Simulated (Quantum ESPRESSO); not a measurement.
Runs of Quantum ESPRESSO 7.5 on AlN. It takes space group F-43m (No. 216, cubic). The conventional cell has a = 4.368 Å, b = 4.368 Å, c = 4.368 Å, α = 90.00°, β = 90.00°, γ = 90.00°. Al (site symmetry -43m) has 4 N at 1.89 Å as nearest neighbours. N (site symmetry -43m) has 4 Al at 1.89 Å as nearest neighbours. Measurements of this composition are mostly on another form, of space group No. 186.

```csv
level,potentials or basis,cutoff (eV),form of the LDA,gap on the mesh (eV)
PBE,PseudoDojo 0.4 SR PBE stringent,1143,-,3.32
PBE,Ansatz NC SR PBE,1238,-,3.31
LDA,PseudoDojo 0.4.1 SR LDA standard,1143,PW92,(a)
PBE,PseudoDojo 0.4.1 SR PBE standard,1143,-,3.32
PBE,SPMS 1.0 PBE,952,-,3.32
```

Alike in all rows: task single point; no spin polarisation; cell as given; k mesh 6 × 6 × 6; smearing fixed.

Estimate the missing entries.

(a) 3.26.

A k mesh can miss the band edges.
